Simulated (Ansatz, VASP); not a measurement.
# Si47C47O (O_C-V_Si (Si site 1) basal): VASP beside Ansatz, part 3 of 3

One calculation is typed for both programs; each brings its own data sets. How far apart do they land? The cell is taken from a series of runs on this material, whose earlier steps may have relaxed, scaled, displaced or heated it; both programs get it as it stands.

VASP 6.6.1 and Ansatz 0.2.0.

So far. Step 6 (VASP: single point, PBE, pair 2): The run ends at a pressure of 1.68 GPa, with forces up to 0.34 eV/Å.

### 9. VASP: single point, PBE, pair 3

Level of this step: PBE, spin-polarised from a ferromagnetic start; plane waves and PAW (Si, C, O) (VASP).

The same cell, functional, mesh and smearing now go to VASP, with its own data sets.

INCAR

```
SYSTEM = Si47C47O
PREC = Accurate
ENCUT = 520
EDIFF = 1E-06
NELM = 200
ISMEAR = -1
SIGMA = 0.01
LREAL = Auto
ALGO = Normal
GGA = PE
NELECT = 383
NBANDS = 264
ISPIN = 2
MAGMOM = 0 -0 -0 0 0 0 -0 -0 -0 -0 0 0 0 0 0 0 0 0 0 0 -0 0 -0 0 0 0 0 0 0 0 0 0 -0 0 0 -0 -0 -0 0 -0 0 0 0 0 0 0 0 0 0.01 0.01 0 0 0 0.01 0 0.01 0 0 0.02 0 -0 0.01 0 -0 0 0 0.01 0.1 0 0 0 0 0.01 -0 0 0 -0 0.1 0.01 0 0 0 0 0.01 0 0 0.21 0 0 0 0 0.02 0.02 -0 0
LORBIT = 11
LWAVE = .FALSE.
LCHARG = .FALSE.
ISIF = 2
NUPDOWN = 1
LASPH = .TRUE.
GGA_COMPAT = .FALSE.
NCORE = 2
```

POSCAR

```
Si47C47O
1.0
    9.2824133794      5.3592039794      0.0000000000
   -9.2824134800      5.3592038053      0.0000000000
    0.0000000000      0.0000000000     10.1291978199
Si C O
47 47 1
Direct
    0.0017778510      0.0016473406      0.5003249164
    0.1688937370      0.3355584725      0.4995607458
    0.3357207424      0.1687859893      0.4995378893
[... 1 atom line left out ...]
    0.1679491362      0.1678233189      0.2499124667
[... 3 atom lines left out ...]
    0.3332414639      0.3331225901      0.7486222797
[... 5 atom lines left out ...]
    0.3317607160      0.6627007901      0.4997769490
[... 2 atom lines left out ...]
    0.3327215154      0.5002822738      0.2541676094
[... 1 atom line left out ...]
    0.1665086179      0.4992157345      0.7491702395
[... 5 atom lines left out ...]
    0.6627872794      0.3316192147      0.4997470215
[... 1 atom line left out ...]
    0.5004090492      0.3325590158      0.2541825365
[... 2 atom lines left out ...]
    0.4993354315      0.1663956934      0.7491657346
[... 5 atom lines left out ...]
    0.6684979203      0.8378397381      0.4988928170
    0.8379665358      0.6683662772      0.4988851114
    0.4989445725      0.8325844581      0.2488777491
    0.6679479679      0.6678217754      0.2453520270
    0.8327029330      0.4988175143      0.2488696360
    0.4977031241      0.6632160334      0.7477275728
    0.6633128149      0.4975831111      0.7477028358
    0.8331163197      0.8329987066      0.7489844617
[... 4 atom lines left out ...]
    0.1670652357      0.3333708466      0.1867047168
    0.3334810537      0.1669298458      0.1866884781
[... 1 atom line left out ...]
    0.1655458272      0.3322178830      0.6873197286
    0.3323441070      0.1654371941      0.6873141846
    0.9966752151      0.3311742730      0.4386262575
    0.1666850094      0.1665573551      0.4379907773
[... 6 atom lines left out ...]
    0.3336540668      0.6669804015      0.1862683015
[... 2 atom lines left out ...]
    0.3325523023      0.6665855435      0.6870951324
    0.9998458113      0.8342427465      0.4377774362
    0.1651024613      0.6672831143      0.4386827863
    0.3170793456      0.4999525473      0.4329633145
[... 4 atom lines left out ...]
    0.6671191633      0.3335359977      0.1862438315
[... 2 atom lines left out ...]
    0.6666971359      0.3324408547      0.6870807260
[... 1 atom line left out ...]
    0.5000696570      0.3169458372      0.4329379630
    0.6674417091      0.1649807871      0.4386813928
    0.8343779745      0.9997126641      0.4377811999
[... 3 atom lines left out ...]
    0.5019565060      0.5018214917      0.1909918324
    0.6674129387      0.8334373356      0.1886249159
    0.8335581549      0.6672864279      0.1886171682
    0.4983968521      0.4983057892      0.7036011756
    0.6660076822      0.8300003320      0.6834754663
    0.8301116506      0.6658875598      0.6834639436
    0.5012689086      0.8306067011      0.4370497468
    0.8307274642      0.5011363598      0.4370412225
    0.4997338624      0.6678814216      0.9383631874
    0.6679970129      0.4996141560      0.9383432401
[... 1 atom line left out ...]
    0.6935334197      0.6934115669      0.4262996403
```

KPOINTS

```
Automatic mesh
0
Gamma
1 1 1
0 0 0
```

PAW data sets: Si, C and O (PBE family, release 64).

Started as:

```console
> mpirun -np 8 vasp_gam
```

Numbers of over 12 decimals in the logs are rounded to 6 here.

The program printed:

```text
[... set-up lines as in an earlier step ...]
 entering main loop
       N       E                     dE             d eps       ncg     rms          rms(c)
DAV:   1     0.230538004294E+04    0.23054E+04   -0.19903E+05  1056   0.139E+03
DAV:   2    -0.522581563209E+03   -0.28280E+04   -0.26216E+04  1368   0.280E+02
DAV:   3    -0.782613478126E+03   -0.26003E+03   -0.25669E+03  1304   0.811E+01
DAV:   4    -0.789357928051E+03   -0.67444E+01   -0.67130E+01  1288   0.146E+01
DAV:   5    -0.789547699791E+03   -0.18977E+00   -0.18951E+00  1288   0.247E+00BRMIX: very serious problems
 the old and the new charge density differ
 old charge density:   382.00000 new  383.00000
    0.601E+01
DAV:   6    -0.703465492216E+03    0.86082E+02   -0.27623E+02  1248   0.229E+01    0.266E+01
DAV:   7    -0.701534299803E+03    0.19312E+01   -0.25876E+01  1336   0.791E+00    0.119E+01
DAV:   8    -0.701516925727E+03    0.17374E-01   -0.66537E+00  1312   0.343E+00    0.610E+00
DAV:   9    -0.701238311197E+03    0.27861E+00   -0.14040E+00  1288   0.212E+00    0.302E+00
[...]
DAV:  19    -0.701208342313E+03    0.25444E-04   -0.14363E-04  1344   0.194E-02    0.397E-02
DAV:  20    -0.701208342963E+03   -0.64960E-06   -0.44484E-05  1248   0.120E-02    0.157E-02
DAV:  21    -0.701208343326E+03   -0.36372E-06   -0.49399E-06  1176   0.397E-03
   1 F= -.70120834E+03 E0= -.70120337E+03  d E =-.994302E-02  mag=     1.0000
```

From OUTCAR (step 9):

```text
  FREE ENERGIE OF THE ION-ELECTRON SYSTEM (eV)
  ---------------------------------------------------
  free  energy   TOTEN  =      -701.2083433264 eV

  energy  without entropy=     -701.1984003099  energy(sigma->0) =     -701.20337182

 magnetization (x)
# of ion       s       p       d       tot
------------------------------------------
    1        0.000   0.000   0.000   0.000
    2       -0.001  -0.001   0.000  -0.002
    3       -0.001  -0.001   0.000  -0.002
    4        0.000   0.000   0.000   0.000
    5       -0.000  -0.000   0.000  -0.000
    6        0.000   0.000   0.000   0.000
    7       -0.000  -0.000   0.000  -0.000
    8       -0.000  -0.000   0.000  -0.000
    9       -0.002  -0.003   0.000  -0.005
   10       -0.000   0.000   0.000   0.000
   11       -0.000   0.001   0.000   0.001
   12       -0.000   0.001   0.000   0.001
   13        0.000   0.000   0.000   0.000
[...]
--------------------------------------------------
tot          0.040   0.462   0.000   0.502
```

The run ends at a pressure of 1.62 GPa, with forces up to 0.33 eV/Å.

### 10. Differences

Both answers:

```tsv
quantity	Ansatz	VASP	difference
total moment, fixed by the input (μB)	1.00	1.00	0.00
moment on C87 (μB)	0.21	0.20	+0.01
moment on C68 (μB)	0.10	0.10	0.00
moment on C78 (μB)	0.10	0.10	0.00
```

Forces on 10 of the 95 atoms, those with the largest forces and the largest differences (eV/Å; atoms numbered as in POSCAR):

```tsv
atom	Ansatz x, y, z	VASP x, y, z
Si2	-0.034, 0.260, -0.121	-0.036, 0.260, -0.119
Si3	0.034, 0.260, -0.121	0.036, 0.263, -0.121
Si15	0.218, -0.193, -0.139	0.216, -0.194, -0.140
Si18	-0.041, -0.016, 0.304	-0.044, -0.015, 0.302
Si26	-0.218, -0.193, -0.139	-0.220, -0.196, -0.142
Si28	0.041, -0.015, 0.306	0.045, -0.017, 0.308
Si37	0.008, -0.047, -0.005	-0.007, -0.044, 0.006
Si38	-0.008, -0.047, -0.005	0.006, -0.044, 0.005
Si40	0.000, -0.079, 0.022	-0.001, -0.081, 0.006
Si42	0.226, -0.142, -0.044	0.218, -0.138, -0.043
```

The forces differ by 3.5 meV/Å r.m.s., which is 5.7 % of the r.m.s. force of 0.061 eV/Å (both taken over all components). The cell carries a charge of -1 e against a uniform background, so its pressure also hangs on how the neutralising background is counted, and in a defect's cell a gap may be the spacing between its levels.

### 11. Summary of results

| Quantity | Value |
| --- | --- |
| difference in moment on C87 (single point, PBE, pair 1) | 0.010 μB |
| r.m.s. force difference (single point, PBE, pair 2) | 3.2 meV/Å |
| r.m.s. force difference (single point, PBE, pair 3) | 3.5 meV/Å |

**Reading.** The r.m.s. force difference is 3.5 meV/Å (single point, PBE, pair 3), within the 12 meV/Å picked in this series as the mark of a large difference. 1 further run of this series is not shown here. How closely two codes agree says nothing of how well the functional describes the real material.

[Lines on the potential files, build, host, timing and source positions are cut from VASP's logs without a mark.]

[Logs are printed without paths, hosts, clocks, repeated set-up lines and the standing remarks that a program may print on its own settings, such as how far it seeks lower states.]

[Hosts, paths, dates, database ids (printed as entryN), source tags and the programs' standing remarks are cut or masked in the printed files.]
